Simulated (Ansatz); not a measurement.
# Relaxation of SiO2

Aim: in SiO2, a database structure at a slightly changed volume, relax cell and atoms at 20 GPa, then read levels, charges and fields where it ends.

The COD cell was measured well above room temperature, so it is larger than a cold one.

Method: DFT, r2SCAN, no spin polarisation, plane waves, PAW, in Ansatz 0.2.0.

**1. The structure**

It takes space group P4_12_12 (No. 92, tetragonal). The conventional cell has a = 4.975 Å, b = 4.975 Å, c = 6.979 Å, α = 90.00°, β = 90.00°, γ = 90.00°. Si (site symmetry 2) is surrounded by 4 O at 1.59 to 1.60 Å. O (site symmetry 1) is surrounded by 2 Si at 1.59 to 1.60 Å.

The coordinates stand in the input below.

It starts from an earlier solution of the starting cell (checkpoint.read).

**2. The walk to rest**

Input file input.yaml:

```yaml
crystal:
  lattice:
    - [4.97463277, 0.0, 0.0]
    - [0.0, 4.97463277, 0.0]
    - [0.0, 0.0, 6.97923143]
  atoms:
    - { symbol: Si, position: [0.29665, 0.29665, 0.0] }
    - { symbol: Si, position: [0.20335, 0.79665, 0.25] }
    - { symbol: Si, position: [0.70335, 0.70335, 0.5] }
    - { symbol: Si, position: [0.79665, 0.20335, 0.75] }
    - { symbol: O, position: [0.2406, 0.0966, 0.17468] }
    - { symbol: O, position: [0.4034, 0.7406, 0.42468] }
    - { symbol: O, position: [0.7594, 0.9034, 0.67468] }
    - { symbol: O, position: [0.5966, 0.2594, 0.92468] }
    - { symbol: O, position: [0.7406, 0.4034, 0.57532] }
    - { symbol: O, position: [0.9034, 0.7594, 0.32532] }
    - { symbol: O, position: [0.2594, 0.5966, 0.07532] }
    - { symbol: O, position: [0.0966, 0.2406, 0.82532] }
  symmetry: { tolerance: 0.0003 }
kpoints:
  mp_grid: { grid: [6, 6, 4], shift: [0, 0, 0] }
magnetization:
  spin_polarized: false
scf:
  occupations: { method: fermi_dirac, width: 0.05 }
  lower_state_search: "off"
hamiltonian:
  pseudopotentials: { kind: paw }
  xc: r2scan
basis:
  ecutwfc: 500
  fft_grid_basis: typed
relax:
  max_steps: 40
  cell: { p_target: 20.0 }
output:
  forces: true
  stress: true
  eigenvalues: true
  bader: true
  populations: true
  elf: true
  write_potential: true
  volumetric_format: npy
  dos:
    e_range: [-12, 8]
    de: 0.05
    projected: { site_lists: { O: [O], Si: [Si] } }
checkpoint:
  read: saved_state
```

Run with:

```
ansatz run input.yaml --threads 2 --pin off --max-ram 2560MiB --backend cpu --events-out ev --progress --plain --runs-dir out
```

Output (excerpt; [...] marks lines left out):

```text
Warning: RAYON_NUM_THREADS=2 ignored (pool sized by the plan → 2); use --threads N
[...]
Pseudopotentials: kind: paw
Pseudopotential: Si, paw, valence charge 4, recommended cutoff 500 eV (meta_gga), Si.paw.azcp
Pseudopotential: O, paw, valence charge 6, recommended cutoff 500 eV (meta_gga), O.paw.azcp
Functional definition: r2SCAN
[...]
Crystal: 12 atoms, lattice volume = 172.715 Å³
Basis set: ecut = 500 eV, 4373 PW (Γ), exchange–correlation on 160×160×216 points (64 copies of the dense FFT grid, shifted against one another)
Bands: 44, of which v1, the nominal top of the filled ones, is band 32 counted from 1 (31 counted from 0)
Symmetry: 8 space group operations
Space group: P41212 (ITA 92), of the structure as read, at distance tolerance 1.7e-3 Å
k-points: 30 of 144 (time reversal used)
[...]
SCF iter   1: F=-7120.215952 eV  HF=-7120.208520 eV  |F-HF|=7.43e-3  |Δ(HF+E_count)|=         —  Δρ=5.84e-4  dr2=5.93e-5  dr2_τ=5.09e-4  ethr=2.10e-7  ⟨swp⟩=3.5  Hψ=10809  notcnv=0
[...]
relax step   1: F+E_penalty+E_count = -7120.21605892 eV  Δ(F+E_penalty+E_count) = +0.000e0 eV  max|allowed force component| = 3.066e-1 eV/Å  Δτ_max = 0.0000 Å  P = +5.165 GPa  Ω = 172.715 Å³  (5 SCF iters, dr2 threshold 1.00e-7 eV, accepted)
[...]
relax step   4: F+E_penalty+E_count = -7119.19920371 eV  Δ(F+E_penalty+E_count) = +3.312e-1 eV  max|allowed force component| = 3.816e-1 eV/Å  Δτ_max = 0.1993 Å  P = +16.997 GPa  Ω = 126.619 Å³  energy of the carried Pulay correction = +1.922e-2 eV  (6 SCF iters, dr2 threshold 1.20e-6 eV, accepted)
[...]
relax step   5: F+E_penalty+E_count = -7117.81190201 eV  Δ(F+E_penalty+E_count) = +1.387e0 eV  max|allowed force component| = 3.747e-1 eV/Å  Δτ_max = 0.1950 Å  P = +19.636 GPa  Ω = 112.893 Å³  energy of the carried Pulay correction = +2.614e-2 eV  (6 SCF iters, dr2 threshold 1.20e-6 eV, accepted)
[...]
SCF iter   5: F=-7118.238842 eV  HF=-7118.238844 eV  |F-HF|=1.52e-6  |Δ(HF+E_count)|=   7.17e-5  Δρ=1.78e-4  dr2=1.78e-5  dr2_τ=2.79e-6  ethr=1.35e-7  ⟨swp⟩=2.7  Hψ=2412  notcnv=0
```

**3. The output, continued**

The log, continued:

```text
SCF iter   6: F=-7118.238848 eV  HF=-7118.238848 eV  |F-HF|=5.46e-7  |Δ(HF+E_count)|=   4.11e-6  Δρ=2.87e-5  dr2=4.43e-7  dr2_τ=9.51e-8  ethr=1.87e-9  ⟨swp⟩=9.5  Hψ=10643  notcnv=0
SCF 6 converged in 6 iterations: F = -7118.238848 eV  dr2 = 4.43e-7
relax step   6: F+E_penalty+E_count = -7118.23884824 eV  Δ(F+E_penalty+E_count) = -4.269e-1 eV  max|allowed force component| = 1.358e-2 eV/Å  Δτ_max = 0.0517 Å  P = +20.235 GPa  Ω = 115.759 Å³  energy of the carried Pulay correction = +2.464e-2 eV  (6 SCF iters, dr2 threshold 1.20e-6 eV, accepted)
Crystal: 12 atoms, lattice volume = 115.983 Å³
Basis set: ecut = 500 eV, 2945 PW (Γ), exchange–correlation on 160×160×216 points (64 copies of the dense FFT grid, shifted against one another)
iter 1 solved again at ethr=3.84e-7 eV; its pass at ethr=3.10e-3 eV (dr2=2.46e-4 eV) is discarded
SCF iter   1: F=-7118.266798 eV  HF=-7118.266647 eV  |F-HF|=1.50e-4  |Δ(HF+E_count)|=         —  Δρ=5.02e-4  dr2=2.39e-4  dr2_τ=1.98e-3  ethr=3.84e-7  ⟨swp⟩=2.3  Hψ=5601  notcnv=0
preconditioner: auto → Resta (q_TF=auto, 2.471 Å⁻¹)  ε∞=3.1  [insulator: Δε(μ)=6.959 eV  Ē_g=18.903 eV  σ=0.050 eV  W_gap=1.00  n_scr=28 (ndim 8)  ℏωp=27.6 eV  f_vac=0.000  D(μ)=0.00/eV (n_scr^D=0)  ε∞_Penn≈3.1]
SCF iter   2: F=-7118.266866 eV  HF=-7118.266885 eV  |F-HF|=1.98e-5  |Δ(HF+E_count)|=   2.38e-4  Δρ=2.54e-4  dr2=5.59e-5  dr2_τ=3.93e-6  ethr=3.73e-7  ⟨swp⟩=2.0  Hψ=2346  notcnv=0
SCF iter   3: F=-7118.266871 eV  HF=-7118.266870 eV  |F-HF|=1.27e-7  |Δ(HF+E_count)|=   1.50e-5  Δρ=6.07e-5  dr2=3.37e-6  dr2_τ=7.10e-7  ethr=8.74e-8  ⟨swp⟩=2.6  Hψ=2176  notcnv=0
SCF iter   4: F=-7118.266871 eV  HF=-7118.266871 eV  |F-HF|=1.09e-7  |Δ(HF+E_count)|=   6.39e-7  Δρ=1.91e-5  dr2=2.14e-7  dr2_τ=1.90e-8  ethr=5.27e-9  ⟨swp⟩=2.3  Hψ=2160  notcnv=0
SCF iter   5: F=-7118.266871 eV  HF=-7118.266871 eV  |F-HF|=4.38e-9  |Δ(HF+E_count)|=   1.39e-7  Δρ=4.09e-6  dr2=1.26e-8  dr2_τ=1.31e-9  ethr=3.15e-10  ⟨swp⟩=11.6  Hψ=9343  notcnv=0
SCF 7 converged in 5 iterations: F = -7118.266871 eV  dr2 = 1.26e-8
relax step   7: F+E_penalty+E_count = -7118.26687119 eV  Δ(F+E_penalty+E_count) = -2.802e-2 eV  max|allowed force component| = 7.262e-3 eV/Å  Δτ_max = 0.0025 Å  P = +19.801 GPa  Ω = 115.983 Å³  energy of the carried Pulay correction = +2.452e-2 eV  (5 SCF iters, dr2 threshold 2.02e-7 eV, accepted)
Crystal: 12 atoms, lattice volume = 115.920 Å³
iter 1 solved again at ethr=4.36e-8 eV; its pass at ethr=3.10e-3 eV (dr2=2.79e-5 eV) is discarded
SCF iter   1: F=-7118.259067 eV  HF=-7118.259071 eV  |F-HF|=4.40e-6  |Δ(HF+E_count)|=         —  Δρ=1.69e-4  dr2=2.60e-5  dr2_τ=6.87e-5  ethr=4.36e-8  ⟨swp⟩=2.4  Hψ=5178  notcnv=0
preconditioner: auto → Resta (q_TF=auto, 2.471 Å⁻¹)  ε∞=3.1  [insulator: Δε(μ)=6.973 eV  Ē_g=18.914 eV  σ=0.050 eV  W_gap=1.00  n_scr=28 (ndim 8)  ℏωp=27.6 eV  f_vac=0.000  D(μ)=0.00/eV (n_scr^D=0)  ε∞_Penn≈3.1]
SCF iter   2: F=-7118.259074 eV  HF=-7118.259075 eV  |F-HF|=1.80e-6  |Δ(HF+E_count)|=   4.19e-6  Δρ=7.32e-5  dr2=5.33e-6  dr2_τ=3.72e-7  ethr=4.07e-8  ⟨swp⟩=3.0  Hψ=2280  notcnv=0
SCF iter   3: F=-7118.259074 eV  HF=-7118.259074 eV  |F-HF|=5.71e-8  |Δ(HF+E_count)|=   8.42e-7  Δρ=1.94e-5  dr2=4.21e-7  dr2_τ=4.86e-8  ethr=8.33e-9  ⟨swp⟩=2.6  Hψ=2236  notcnv=0
SCF iter   4: F=-7118.259074 eV  HF=-7118.259074 eV  |F-HF|=2.38e-9  |Δ(HF+E_count)|=   3.87e-9  Δρ=4.45e-6  dr2=1.68e-8  dr2_τ=1.22e-9  ethr=1.90e-10  ⟨swp⟩=11.2  Hψ=9353  notcnv=0
SCF 8 converged in 4 iterations: F = -7118.259074 eV  dr2 = 1.68e-8
relax step   8: F+E_penalty+E_count = -7118.25907447 eV  Δ(F+E_penalty+E_count) = +7.797e-3 eV  max|allowed force component| = 4.398e-4 eV/Å  Δτ_max = 0.0008 Å  P = +19.999 GPa  Ω = 115.920 Å³  energy of the carried Pulay correction = +2.456e-2 eV  (4 SCF iters, dr2 threshold 1.22e-7 eV, accepted)
Basis set: ecut = 500 eV, 2945 PW (Γ), exchange–correlation on 144×144×180 points (64 copies of the dense FFT grid, shifted against one another)
Initial wavefunctions: pseudopotential atomic-orbital guess (no wavefunctions were taken with the density)
iter 1 solved again at ethr=4.56e-7 eV; its pass at ethr=3.10e-3 eV (dr2=2.92e-4 eV) is discarded
SCF iter   1: F=-7118.223140 eV  HF=-7118.222494 eV  |F-HF|=6.46e-4  |Δ(HF+E_count)|=         —  Δρ=1.40e-3  dr2=1.98e-4  dr2_τ=1.29e-3  ethr=4.56e-7  ⟨swp⟩=3.0  Hψ=10518  notcnv=0
preconditioner: auto → Resta (q_TF=auto, 2.471 Å⁻¹)  ε∞=3.1  [insulator: Δε(μ)=6.972 eV  Ē_g=18.913 eV  σ=0.050 eV  W_gap=1.00  n_scr=28 (ndim 8)  ℏωp=27.6 eV  f_vac=0.000  D(μ)=0.00/eV (n_scr^D=0)  ε∞_Penn≈3.1]
SCF iter   2: F=-7118.223154 eV  HF=-7118.222997 eV  |F-HF|=1.57e-4  |Δ(HF+E_count)|=   5.03e-4  Δρ=7.25e-4  dr2=5.41e-5  dr2_τ=9.61e-5  ethr=3.09e-7  ⟨swp⟩=2.0  Hψ=2387  notcnv=0
SCF iter   3: F=-7118.223157 eV  HF=-7118.223158 eV  |F-HF|=1.05e-6  |Δ(HF+E_count)|=   1.61e-4  Δρ=6.28e-5  dr2=2.09e-6  dr2_τ=7.24e-7  ethr=8.45e-8  ⟨swp⟩=3.0  Hψ=2416  notcnv=0
SCF iter   4: F=-7118.223159 eV  HF=-7118.223159 eV  |F-HF|=5.05e-8  |Δ(HF+E_count)|=   5.63e-7  Δρ=8.77e-6  dr2=2.80e-8  dr2_τ=1.35e-8  ethr=3.27e-9  ⟨swp⟩=2.0  Hψ=2048  notcnv=0
SCF iter   5: F=-7118.223159 eV  HF=-7118.223159 eV  |F-HF|=8.05e-10  |Δ(HF+E_count)|=   6.01e-8  Δρ=1.43e-6  dr2=1.05e-9  dr2_τ=2.87e-10  ethr=4.38e-11  ⟨swp⟩=2.0  Hψ=2280  notcnv=0
SCF iter   6: F=-7118.223159 eV  HF=-7118.223159 eV  |F-HF|=6.37e-11  |Δ(HF+E_count)|=   1.09e-9  Δρ=3.60e-7  dr2=6.26e-11  dr2_τ=7.52e-12  ethr=1.00e-12  ⟨swp⟩=7.4  Hψ=6402  notcnv=0
SCF 9 converged in 6 iterations: F = -7118.223159 eV  dr2 = 6.26e-11
relax step   9: F+E_penalty+E_count = -7118.22315870 eV  Δ(F+E_penalty+E_count) = +3.592e-2 eV  max|allowed force component| = 1.912e-3 eV/Å  Δτ_max = 0.0000 Å  P = +20.018 GPa  Ω = 115.920 Å³  stress off target by 3.31e-2 GPa  SCF on the basis re-selected at this cell (its energy is not comparable with the rows above)  (6 SCF iters)
basis re-selected at this cell: Δ(F+E_penalty+E_count) = +3.592e-2 eV, ΔP = +0.019 GPa vs the last step (what re-selecting the basis moved, of the pressure what is left beyond the Pulay correction that the steps carried, after the strain that the cell walked since its last selection, with what the two solves' SCF thresholds leave and, on support functions, any second-order correction that the steps lacked; it is no measure of the basis error at this ecutwfc). The dense FFT grid was sized anew with the basis: this SCF ran on 36×36×45 points, the steps before it on 40×40×54, so part of this shift can come from that change (see relax.cell in the input reference). This SCF's stress stands 3.31e-2 GPa from its target on what of the cell is left free (relax.cell.stress_tol is 5.00e-2 GPa) and its largest allowed force component is 1.91e-3 eV/Å (relax.f_tol is 1.00e-2 eV/Å): within both
SCF converged after 6 iterations
Free energy (F): -7118.223159 eV
Harris-Foulkes:  -7118.223159 eV  (|F-HF|=6.37e-11)
Internal energy: -7118.223159 eV  (E = F + TS)
E sigma→0 (E₀):  -7118.223159 eV
Fermi energy:    8.943248 eV
--- Per-component energies (eV) ---
  E_band       = -135.450496
  E_kinetic    = 1640.230310
  E_local      = -3119.751228  (includes V_loc(G=0)·N_el)
  E_nonlocal   = 476.936989
  E_hartree    = 1094.771732
  E_xc         = -808.414845
  E_vxc        = -1068.661459  (∫ρ·V_xc dr)
  E_paw        = -3368.609576  (= ΣΔE_a)
  E_vpaw       = -319.193427  (= ΣTr[D̂ρ^β])
  E_aug_tail   = 0.008531  (compensation charges beyond the density's cutoff)
  E_vtau       = 65.436060  (kinetic-family band-sum trace: ∫τ·v_τ [+ j·A + Jᵃ·Aᵃ] dr)
  E_ewald      = -3032.833812
  E_core_change = -0.561259  (= ΣΔE_core)
  E_smearing   = -0.000000  (= −TS)
  E_closure    = -0.000000  (closes the sum)
  Σ components = -7118.223159   (vs F -7118.223159, Δ=0.00e0)
--- Forces (eV/Å), atoms counted from 1 ---
  atom   1  Si    -0.00008616    -0.00008616    -0.00000000
  atom   2  Si     0.00008616    -0.00008616     0.00000000
  atom   3  Si     0.00008616     0.00008616     0.00000000
  atom   4  Si    -0.00008616     0.00008616    -0.00000000
  atom   5  O     -0.00035815     0.00149376     0.00191190
  atom   6  O     -0.00149376    -0.00035815     0.00191190
  atom   7  O      0.00035815    -0.00149376     0.00191190
  atom   8  O      0.00149376     0.00035815     0.00191190
  atom   9  O     -0.00035815    -0.00149376    -0.00191190
  atom  10  O     -0.00149376     0.00035815    -0.00191190
  atom  11  O      0.00035815     0.00149376    -0.00191190
  atom  12  O      0.00149376    -0.00035815    -0.00191190
  max |Σ_I F_I| component: 1.21e-17 eV/Å
--- Stress (GPa, compression-positive) ---
       20.033116       0.000000       0.000000
        0.000000      20.033116      -0.000000
        0.000000      -0.000000      19.988504
  P = ⅓ Tr σ = 20.0182 GPa (200.182 kbar)
--- Band table (eV; the first three rows and the last of 30) ---
  k-point 0: bands = ["-16.0547", "-14.6288", "-14.6288", "-13.4156", "-13.4156", "-13.4024", "-13.2750", "-13.0864", "-3.8472", "-1.7107", "-1.7107", "-1.2411", "-0.6491", "-0.6491", "0.1945", "0.2366", "1.2234", "1.5014", "1.5014", "2.3549", "2.8470", "3.4381", "3.4381", "3.4958", "3.6036", "3.8055", "4.0533", "4.0533", "4.3356", "4.3692", "4.3692", "5.4480", "12.4211", "14.8780", "15.1513", "15.1513", "16.2789", "16.6697", "16.6697", "18.9104", "19.0152", "19.0152", "19.1054", "19.4154"]
  k-point 1: bands = ["-15.9391", "-15.1444", "-14.1601", "-13.5078", "-13.4465", "-13.3124", "-13.3020", "-13.1035", "-3.6541", "-2.4213", "-1.2405", "-1.2013", "-0.7892", "-0.2348", "-0.1091", "0.2768", "1.4966", "1.6095", "1.6657", "2.2077", "2.9963", "3.0378", "3.3311", "3.6139", "3.7550", "3.8525", "3.9459", "4.0245", "4.0807", "4.1885", "4.4015", "5.2856", "12.9262", "14.5166", "14.9044", "15.9932", "16.2723", "16.6895", "17.1860", "18.6532", "18.7453", "19.1281", "19.1554", "19.6189"]
  k-point 2: bands = ["-15.6140", "-15.6140", "-13.7791", "-13.7791", "-13.3929", "-13.3929", "-13.1761", "-13.1761", "-3.1320", "-3.1320", "-1.1340", "-1.1340", "-0.5646", "-0.5646", "0.1626", "0.1626", "1.7405", "1.7405", "2.0238", "2.0238", "3.1043", "3.1043", "3.3281", "3.3281", "3.3529", "3.3529", "4.0323", "4.0323", "4.1593", "4.1593", "4.8243", "4.8243", "13.8968", "13.8968", "15.1765", "15.1765", "17.3007", "17.3007", "17.7164", "17.7164", "19.2167", "19.2167", "19.2804", "19.2804"]
  k-point 29: bands = ["-14.5354", "-14.5354", "-14.5354", "-14.5354", "-13.6018", "-13.6018", "-13.6018", "-13.6018", "-2.0870", "-2.0870", "-2.0870", "-2.0870", "0.4016", "0.4016", "0.4016", "0.4016", "1.5017", "1.5017", "1.5017", "1.5017", "2.7312", "2.7312", "2.7312", "2.7312", "3.8129", "3.8129", "3.8129", "3.8129", "4.8776", "4.8776", "4.8776", "4.8776", "15.1812", "15.1812", "15.1812", "15.1812", "16.4788", "16.4788", "16.4788", "16.4788", "18.5112", "18.5112", "18.5112", "18.5112"]
--- Relaxed structure (8 steps of the walk, 8 accepted, 1 SCFs on fresh bases) ---
  F+E_penalty+E_count = -7118.22315870 eV   max|allowed force component| = 1.912e-3 eV/Å   (the final SCF, on the basis selected at the relaxed cell)
  cell:  # Å, volume = 115.9196 Å³
    - [4.4612878327951195, -9.634140780308536e-33, 3.70987916731191e-17]
    - [-4.128917477275087e-33, 4.4612878327951195, 9.634267085840905e-33]
    - [5.204827468300843e-17, 1.3516560785185668e-32, 5.824199249150261]
  atoms:
    - { symbol: Si, position: [0.3511270798852018, 0.3511270798852018, -1.493625320444545e-18] }
    - { symbol: Si, position: [0.1488729201147982, 0.851127079885202, 0.25] }
    - { symbol: Si, position: [0.6488729201147981, 0.6488729201147981, 0.5] }
    - { symbol: Si, position: [0.851127079885202, 0.14887292011479822, 0.75] }
    - { symbol: O, position: [0.2182849678469973, 0.20101633785991768, 0.22881900167816435] }
    - { symbol: O, position: [0.2989836621400823, 0.7182849678469972, 0.47881900167816444] }
    - { symbol: O, position: [0.7817150321530028, 0.7989836621400824, 0.7288190016781644] }
    - { symbol: O, position: [0.7010163378599177, 0.28171503215300275, 0.9788190016781643] }
    - { symbol: O, position: [0.7182849678469972, 0.2989836621400823, 0.5211809983218356] }
    - { symbol: O, position: [0.7989836621400822, 0.7817150321530028, 0.27118099832183556] }
    - { symbol: O, position: [0.2817150321530028, 0.7010163378599177, 0.021180998321835613] }
    - { symbol: O, position: [0.20101633785991768, 0.2182849678469973, 0.7711809983218356] }
--- Löwdin populations: 12 sites ---
  site symbol       q [e]
     0     Si      2.1746
     1     Si      2.1746
     2     Si      2.1746
     3     Si      2.1746
     4      O      6.7995
     5      O      6.7995
     6      O      6.7995
     7      O      6.7995
     8      O      6.7995
     9      O      6.7995
    10      O      6.7995
    11      O      6.7995
  spilling = 0.014145 (of n_electrons = 64.000000)
--- Bader charges: 12 sites ---
  site symbol  charge [e]  shift [e]
     0     Si      3.3544     0.0100
     1     Si      3.3544     0.0100
     2     Si      3.3544     0.0100
     3     Si      3.3544     0.0100
     4      O     -1.6772     0.0050
     5      O     -1.6772     0.0050
     6      O     -1.6772     0.0050
     7      O     -1.6772     0.0050
     8      O     -1.6772     0.0050
     9      O     -1.6772     0.0050
    10      O     -1.6772     0.0050
    11      O     -1.6772     0.0050
  estimated error of the sums over rays = 5.1e-4 e
```

Wall time 4.9 min (2 threads of Arm Neoverse V1, shared host); peak memory 0.77 GiB.

Step by step:

| step | energy from step 1 (eV/cell) | largest force component (eV/Å) | pressure (GPa) | volume (Å³) |
| --- | --- | --- | --- | --- |
| 1 | 0.0000 | 0.3066 | 5.16 | 172.71 |
| 2 | 0.3748 | 0.8809 | 13.59 | 157.20 |
| 3 | 0.6857 | 0.9229 | 18.17 | 140.68 |
| 4 | 1.0169 | 0.3816 | 17.00 | 126.62 |
| 5 | 2.4042 | 0.3747 | 19.64 | 112.89 |
| 6 | 1.9772 | 0.0136 | 20.24 | 115.76 |
| 7 | 1.9492 | 0.0073 | 19.80 | 115.98 |
| 8 | 1.9570 | 0.0004 | 20.00 | 115.92 |
| 9 | 1.9929 | 0.0019 | 20.02 | 115.92 |

Step 1 is the start. Step 9 repeats the geometry before on a plane-wave basis chosen anew for that cell, so the energy can jump there without any move; the table keeps such jumps.

| input's cell | before | after | change |
| --- | --- | --- | --- |
| a (Å) | 4.975 | 4.461 | -10.3 % |
| b (Å) | 4.975 | 4.461 | -10.3 % |
| c (Å) | 6.979 | 5.824 | -16.5 % |
| volume (Å³/atom) | 14.39 | 9.66 | -32.9 % |

The largest move, 0.57 Å, apart from the change of the cell, is shared by several atoms, O10 among them.

At a target of 20 GPa the walk lowers the enthalpy E + PV, so the energy alone may rise.

**4. States by energy**

States per cell by energy window, from dos.tsv and pdos.tsv (tetrahedra; eV from the Fermi level):

| from | to | total | O s | O p | Si s | Si p |
| --- | --- | --- | --- | --- | --- | --- |
| -11.0 | -10.0 | 4.03 | 0.20 | 2.88 | 0.36 | 0.55 |
| -10.0 | -9.0 | 3.08 | 0.06 | 2.31 | 0.04 | 0.63 |
| -9.0 | -8.0 | 4.99 | 0.07 | 3.96 | 0.03 | 0.87 |
| -8.0 | -7.0 | 5.79 | 0.25 | 4.85 | 0.03 | 0.53 |
| -7.0 | -6.0 | 5.50 | 0.19 | 4.92 | 0.02 | 0.25 |
| -6.0 | -5.0 | 9.12 | 0.24 | 8.43 | 0.02 | 0.22 |
| -5.0 | -4.0 | 10.48 | 0.14 | 10.00 | 0.01 | 0.16 |
| -4.0 | -3.0 | 1.12 | 0.01 | 1.09 | 0.00 | 0.01 |
| -3.0 | -2.0 | 0.00 | 0.00 | 0.00 | 0.00 | 0.00 |
| -2.0 | -1.0 | 0.00 | 0.00 | 0.00 | 0.00 | 0.00 |
| -1.0 | 0.0 | 0.00 | 0.00 | 0.00 | 0.00 | 0.00 |
| 0.0 | 1.0 | 0.00 | 0.00 | 0.00 | 0.00 | 0.00 |
| 1.0 | 2.0 | 0.00 | 0.00 | 0.00 | 0.00 | 0.00 |
| 2.0 | 3.0 | 0.00 | 0.00 | 0.00 | 0.00 | 0.00 |
| 3.0 | 4.0 | 0.03 | 0.01 | 0.00 | 0.01 | 0.00 |
| 4.0 | 5.0 | 0.41 | 0.10 | 0.04 | 0.16 | 0.09 |
| 5.0 | 6.0 | 2.44 | 0.42 | 0.23 | 0.41 | 1.05 |
| 6.0 | 7.0 | 4.80 | 0.61 | 0.55 | 0.63 | 2.20 |

On the mesh the valence top lies at -3.50 eV and the conduction bottom at 3.48 eV on this scale.

**5. How the electrons are shared**

By element, from the tables in the log (a charge is positive for electrons lost): Löwdin charges also hold the electrons that the projection spills.

| element | atoms | Bader charge (e) | Bader volume (Å³) | Löwdin charge (e) |
| --- | --- | --- | --- | --- |
| Si | 4 | +3.35 | 2.5 | +1.83 |
| O | 8 | -1.68 | 13.2 | -0.80 |

The Löwdin projection spills 1.4 % of the electrons and depends on the orbitals chosen; where it disagrees with Bader's partition, neither is an observable.

**6. Real-space fields**

Maps in the plane spanned by a and b at height 0.250 along c (axes of the input's cell), one cell: a runs left to right (14 points from zero), b bottom to top (14 points), 90° apart. Near the nuclei they are pseudo-fields.

Valence density. Ten steps from '0' (0.03 e/Å³) to '9' (7.52 e/Å³), finer at the low end (step k begins (100^(k/10) - 1)/99 of the way up):
```
42233210135665
52012211257986
53123211358997
43233211258986
32222211235664
11111110123332
00111100001110
01232210000000
13555320000000
25788531000000
36999631000001
36898631000001
35676420000111
34554310012333
```

ELF. Ten even steps from '0' (0.01) to '9' (0.85):
```
40112100289998
81700100499889
91001100499469
82012100399789
61111100279998
20000000036775
00000000001110
02443200000000
38999730000000
69999961000000
79847971000001
69868971000000
38999850000100
14898620036763
```

Atoms within 0.2 Å of the plane, in fractions of a and b: Si at (0.15, 0.85), O at (0.22, 0.20), O at (0.80, 0.78).

**7. Results**

| quantity | value |
| --- | --- |
| moves | 7 |
| largest move | 0.57 Å (O) |
| space group (0.01 Å), before / after | P4_12_12 / P4_12_12 |
| cell | a = 4.461 Å, b = 4.461 Å, c = 5.824 Å, α = 90.00°, β = 90.00°, γ = 90.00° |
| volume | 9.66 Å³/atom (-32.9 %) |
| pressure at the end | 20.02 GPa |
| gap (mesh) | 6.97 eV, direct |
| Bader charges | Si +3.35, O -1.68 e |

**Reading.** The volume shrank by 32.9 %, and the largest move of an atom is 0.57 Å apart from the change of the cell. With 8 symmetry operations imposed, the end may be a saddle point towards distortions that break them. There is a gap of 6.97 eV, direct at the points sampled; within 0.7 eV of the edges the states project mainly on O p (97 %) below and Si s (48 %), O s (26 %) and Si p (13 %) above. A semilocal functional usually gives too small a gap. Si loses most charge (+3.35 e on average) and O gains most (-1.68 e).
